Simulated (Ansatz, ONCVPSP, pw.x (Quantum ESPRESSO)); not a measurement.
# pw.x on fcc Nb: one setting changed

Potential: optimised norm-conserving Vanderbilt (ONCV), ONCVPSP 4.0.1, PBE; core [Ar] 3d10, reference 4s2 4p6 4d4 5s1; waves: 4s+5s: rc 2.00 bohr, ncon 4, nbas 7, qcut 7.2 1/bohr, 2 projectors; 4p: rc 1.85 bohr, ncon 4, nbas 7, qcut 7.7 1/bohr, 1 projector; 4d: rc 1.95 bohr, ncon 3, nbas 7, qcut 4.6 1/bohr, 2 projectors, debl 0.6 Ha; local part: polynomial inside 1.45 bohr (lpopt 5, dvloc0 2 Ha); core correction: none.

The reference run (k-mesh 13³, cutoffs 50/200 Ry, Fermi–Dirac 0.01 Ry, mixing_beta 0.4, conv_thr 1e-9, no spin) gives -1.09 GPa at 18.774 Å³/atom, where all-electron LAPW gives 0.27 GPa. This run, with its own iteration cap, changes k-mesh points per axis to 4.

```
&control
  calculation='scf', prefix='x', pseudo_dir='./', outdir='./tmp', tstress=.true., disk_io='none'
/
&system
  ibrav=0, nat=1, ntyp=1, ecutwfc=50, ecutrho=200, nbnd=14,
  occupations='smearing', smearing='fd', degauss=0.01
/
&electrons
  conv_thr=1e-09, mixing_beta=0.4, electron_maxstep=50
/
ATOMIC_SPECIES
Nb 1.0 Nb.UPF
CELL_PARAMETERS angstrom
  0.00000000 2.10948094 2.10948094
  2.10948094 0.00000000 2.10948094
  2.10948094 2.10948094 0.00000000
ATOMIC_POSITIONS crystal
Nb 0.0000 0.0000 0.0000
K_POINTS automatic
4 4 4 0 0 0
```

```bash
pw.x < Nb.scf.in > Nb.scf.out
```

How does the run end?

It converges in 8 iterations; the free energy moves by -12.2 meV/atom and the pressure by +1.59 GPa.

```
Message from routine setup:
     using ibrav=0 with symmetry is DISCOURAGED, use correct ibrav instead
     lattice parameter (alat)  =       5.6375  a.u.
     unit-cell volume          =     126.6932 (a.u.)^3
     number of electrons       =        13.00
     number of Kohn-Sham states=           14
     kinetic-energy cutoff     =      50.0000  Ry
     charge density cutoff     =     200.0000  Ry
     scf convergence threshold =      1.0E-09
     Exchange-correlation= PBE
     number of k points=     8  Fermi-Dirac smearing, width (Ry)=  0.0100
     iteration #  1     ecut=    50.00 Ry     beta= 0.40
     total energy              =    -114.39788350 Ry
     estimated scf accuracy    <       0.09835379 Ry
     iteration #  2     ecut=    50.00 Ry     beta= 0.40
     total energy              =    -114.39933482 Ry
     estimated scf accuracy    <       0.01396605 Ry
     iteration #  3     ecut=    50.00 Ry     beta= 0.40
     total energy              =    -114.40092597 Ry
     estimated scf accuracy    <       0.00079509 Ry
     iteration #  4     ecut=    50.00 Ry     beta= 0.40
     total energy              =    -114.40097104 Ry
     estimated scf accuracy    <       0.00003254 Ry
     iteration #  5     ecut=    50.00 Ry     beta= 0.40
     total energy              =    -114.40097971 Ry
     estimated scf accuracy    <       0.00000129 Ry
     iteration #  6     ecut=    50.00 Ry     beta= 0.40
     total energy              =    -114.40097990 Ry
     estimated scf accuracy    <       0.00000001 Ry
     iteration #  7     ecut=    50.00 Ry     beta= 0.40
     total energy              =    -114.40097990 Ry
     estimated scf accuracy    <          3.1E-09 Ry
     iteration #  8     ecut=    50.00 Ry     beta= 0.40
     the Fermi energy is    17.4253 ev
!    total energy              =    -114.40097990 Ry
     estimated scf accuracy    <          8.0E-11 Ry
     smearing contrib. (-TS)   =      -0.00826963 Ry
     The total energy is F=E-TS. E is the sum of the following terms:
     one-electron contribution =     -19.28988764 Ry
     hartree contribution      =      15.71761281 Ry
     xc contribution           =     -13.63336033 Ry
     ewald contribution        =     -97.18707509 Ry
     convergence has been achieved in   8 iterations
          total   stress  (Ry/bohr**3)                   (kbar)     P=        4.96
     Message from routine punch:
     Nothing written, as per user request (disk_io='none')
```

The run took about 1.6 s on one core of a shared server CPU.
